The crystal is graphite with ABC-stacked layers. One carbon atom is moved within its layer along one of its three bonds, while its neighbours and the cell stand still. A positive displacement carries it straight towards the neighbour at the end of that bond, and a negative one carries it away. The questions follow mainly the two end rows, +0.45 and −0.45 Å.

One atom in an 8-atom cell of graphite (R-3m) moves towards (+) or away from (−) a neighbour at 1.41 Å, all else fixed. The calculations used Ansatz 0.2.0 with plane-wave PAW, scalar-relativistic LDA without spin polarisation, a 420 eV cutoff, an 8×8×8 k mesh and 0.05 eV Gaussian smearing. Free energies are relative to the undisturbed cell; pressure is positive in compression.

```tsv
displacement (Å)	energy change (eV a cell)	force along direction (eV/Å summed over the moved atoms)	pressure (GPa)	gap on mesh (eV)
-0.45	4.525	15.845	15.99	0.416
-0.3	2.295	13.398	8.52	0.313
-0.15	0.647	8.113	2.51	0.007
0	0.000	0.000	0.01	0.418
0.075	0.196	-5.424	0.80	0.375
0.15	0.848	-12.243	3.39	0.375
0.225	2.084	-21.134	8.23	0.404
0.3	4.097	-33.164	15.80	0.208
0.375	7.176	-49.906	26.80	0.076
0.45	11.761	-73.831	42.09	0.077
```

### 1. Which direction costs more, and what happens to the bonds?

The push towards the neighbour costs 11.8 eV at 0.45 Å, and the equal step away costs 4.5 eV. The forces differ more than the energies: the atom is driven back 4.7 times as hard at the positive end.

Geometry shows what each step does. At +0.45 Å the head-on bond shrinks from 1.41 to 0.96 Å, while the two oblique bonds grow longer. At −0.45 Å the head-on bond is stretched, and the two oblique ones are squeezed, but only to 1.25 Å. One direction thus compresses a single bond by the full step, and the other compresses two bonds by much less than the step.

### 2. Why do two squeezed bonds not cost as much as one?

A bond resists squeezing more steeply than stretching. At short range the electron clouds and the nuclei repel each other ever harder, whereas a stretched bond gradually loses its hold. For a small length change u, the energy of one bond is therefore about ½Ku² − Gu³, where K is its stiffness and G, a positive number, measures this lopsidedness.

When the atom moves by x, the head-on bond changes by −x and each oblique bond by about +x/2. The squares add up to x² + 2(x/2)² = 1.5x², whichever way the atom moves. The cubes add up to −x³ + 2(x/2)³ = −0.75x³, which changes sign with the direction. With −G in front, this term makes the positive direction dearer. The oblique bonds also turn as the atom moves, so they are stretched a little more than x/2 on the positive side and squeezed a little less on the negative side. That adds a smaller cubic term of the same sign.

The same reasoning covers a neighbouring case. If the atom moved within the layer at right angles to this bond, the steps to the left and to the right would be mirror images and would cost the same. A difference between forward and backward needs a neighbour on one side that has no twin on the other.

### 3. Does the difference matter for ordinary vibrations?

Much less, because a cubic term fades faster than a quadratic one. At 0.15 Å the push costs only 1.3 times as much as the pull. A power series fitted to the energies within 0.3 Å gives nearly equal quadratic and cubic coefficients, about 32 eV/Å² and 33 eV/Å³. With x in Å, the cubic part is thus roughly x times the quadratic part.

Twice the quadratic coefficient is the stiffness k, about 64 eV/Å². For one carbon atom among fixed neighbours it implies a zero-point spread of a few hundredths of an ångström, where the lopsidedness is a few per cent. That is an order of magnitude only, since in a real vibration the neighbours move too. The end rows lie far outside this range and describe a violent displacement.

### 4. Which atoms take up the push?

The forces computed on the fixed atoms answer this. At +0.075 Å the head-on neighbour takes about half of the reaction, and at +0.45 Å it takes 83 %. The short bond stiffens so quickly that the other atoms lose their share, and the crystal comes to act almost like a collision between two atoms.

A simple model tests this picture. Each of the three bonds gets the same Morse energy D(1 − e^(−a(r − r₀)))², where r is its length, r₀ its length at rest, D an energy and a an inverse length. A term in x² stands for bond bending and for more distant atoms. The three constants were fitted to the energies of the seven rows within 0.3 Å, and the output below gives the details.

The model can then be asked for something it was not fitted to, the force on the head-on neighbour. At +0.45 Å, a row outside the fit, the steps are:

- The fit gives D = 2.618 eV and a = 2.25 Å⁻¹.
- The bond is shorter by x, so the exponential is g = e^(2.25 × 0.45) ≈ 2.75.
- The slope of the Morse energy is 2Da(g − 1)g = 2 × 2.618 × 2.25 × 1.75 × 2.75 ≈ 57 eV/Å.

The full calculation gives 61.6 eV/Å, so the estimate is 8 % low.

### 5. Where does the bond picture fail?

It fails at the other end. At −0.45 Å the stretched bond pulls its far atom with 2.0 eV/Å, and the model says 2.7, about a third too much. In all other displaced rows this force is right within 8 % of the computed value. Perhaps a bond stretched to 1.86 Å hands some of its electrons to the two squeezed bonds, which a model of independent bonds can't describe, but this is a guess. Spin polarisation was also left out, so it is untested whether the stretched bond would turn magnetic.

Springs along the bonds are not the whole story even for small steps. At +0.075 Å each oblique neighbour feels 0.98 eV/Å along the line of motion and 0.51 eV/Å across it. A pull along the bond would have the larger part across. The layer therefore also resists changes of its bond angles, which is part of what the model's x² term stands for. The fitted constants can partly stand in for one another, so D should not be read as the energy of a C–C bond.

### 6. Why is the pressure positive even when the atom moves away from its neighbour?

Pressure asks how the energy of the displacement changes when the whole cell is scaled. Take E = ½kx² for that energy and let every length L grow slightly. The displacement x grows in proportion, so with a constant k the energy would rise and the cell would pull inwards, giving a negative pressure. The positive values in both directions show that k falls as the bonds lengthen.

The size of this effect follows in two steps. If k varies as L⁻ⁿ, then E varies as L²⁻ⁿ, and P = −dE/dV gives 3PV/E = n − 2, where P is the pressure above that of the undisturbed cell and V the cell volume. At ±0.15 Å the ratio PV/E averages 1.69, so n = 3 × 1.69 + 2 ≈ 7. Bonds longer by one per cent make the atom's seat about seven per cent softer.

The pressure column is an average over directions and hides a strong contrast. At +0.45 Å the stress is 118 GPa along the motion, 9 GPa across it within the layer, and close to zero between the layers. At −0.45 Å the larger stress lies across the motion, where the two squeezed bonds brace against each other. The 42 GPa at +0.45 Å is thus no uniform squeeze, for nearly all of the load runs along the line of motion.

### 7. What would change with a heavier nucleus, or with neighbours free to move?

A heavier carbon isotope would leave every entry unchanged, because the energies depend on the nuclear charge and the positions but not on the mass. Only the zero-point spread would shrink a little.

Free neighbours would change the table itself. At +0.45 Å the head-on neighbour is held in place against 61.6 eV/Å, and if released it would move away and lower the energy. By how much was not computed. The copies of the atom in the neighbouring cells also move along with it. The energies are therefore neither those of a relaxed defect nor the barrier for knocking an atom out of the layer.

### 8. Which digits can be trusted?

Energies and forces agree with each other very well. Adding up the force along the path gives 11.76 eV at +0.45 Å and 4.52 eV at −0.45 Å, within 0.01 eV of the tabulated energies. This shows a smooth and consistent calculation, but it does not show that the numbers match nature.

The PAW datasets were made for another functional, PBE, which may affect every row. At the shortest distances a further error is expected, because the spheres in which the datasets describe each atom overlap more and more. The accuracy at 0.96 Å was not checked, so the last two rows are best read as rough sizes. The direction dependence does not rest on them, since it is already plain at 0.15 Å.

The gap column deserves no trust as a physical gap. Graphite of this stacking is a semimetal, yet the undisturbed row shows 0.42 eV, because the mesh of k points misses the place where the bands meet. The jumps from row to row therefore can't be read as gaps that open and close.

The analysis program printed:

```
fit of E on 7 rows (abs(q) < 0.31): coefficient of q**2 31.97 +/- 0.39, coefficient of q**3 33.21 +/- 0.32, coefficient of q**4 39.21 +/- 4.7; rms 0.00943, worst -0.15 -0.02, leave-one-out rms 0.0927
  rows outside the fit (model, value, miss): -0.45 5.054, 4.525, 0.529; 0.375 7.022, 7.176, -0.154; 0.45 11.11, 11.76, -0.654
fit of E on 7 rows (abs(q) < 0.31): coefficient of (1 - exp(-s*(r5 - d)))**2 + 2*(1 - exp(-s*(r7 - d)))**2 2.618 +/- 0.0043, coefficient of q**2 12.53 +/- 0.042, s 2.25; rms 0.00165, worst -0.15 -0.00403, leave-one-out rms 0.0141
  rows outside the fit (model, value, miss): -0.45 4.621, 4.525, 0.0956; 0.375 7.156, 7.176, -0.0195; 0.45 11.67, 11.76, -0.0956
Bonds, parabola, neighbour force and pressure:
    row  head-on bond A  oblique bonds A  parabola eV  energy less parabola eV  force on neighbour eV/A  same from bond model eV/A  PV/E (0 put at rest)
  -0.45           1.862            1.249        6.473                   -1.948                   -2.018                     -2.725                  1.52
   -0.3           1.712            1.288        2.877                  -0.5819                   -2.766                     -2.944                 1.596
  -0.15           1.562            1.343       0.7192                 -0.07222                   -2.482                     -2.408                 1.663
    0.0           1.412            1.412            0                        0                  -0.0001                          0                     0
  0.075           1.337            1.451       0.1798                  0.01619                    2.729                      2.563                 1.735
   0.15           1.262            1.493       0.7192                   0.1288                     7.07                      6.627                 1.716
  0.225           1.187            1.537        1.618                   0.4658                    13.76                      12.88                 1.698
    0.3           1.112            1.583        2.877                     1.22                    23.88                       22.3                 1.659
  0.375           1.037            1.632        4.495                    2.681                    39.01                      36.29                 1.607
   0.45           0.962            1.683        6.473                    5.288                     61.6                      56.82                  1.54
harmonic stiffness k, eV/A^2: 63.93
energy at +0.45 over energy at -0.45: 2.599
energy at +0.15 over energy at -0.15: 1.311
size of force at +0.45 over that at -0.45: 4.66
share of the reaction on the head-on neighbour at +0.075, percent: 50.32
share of the reaction on the head-on neighbour at +0.45, percent: 83.43
energy at +0.45 from integrated force, eV: 11.76
energy at -0.45 from integrated force, eV: 4.521
percent loss of k per percent longer bond, from PV/E at +-0.15: 7.068
zero-point spread of one C atom among fixed neighbours, A, order of magnitude: 0.03416
```
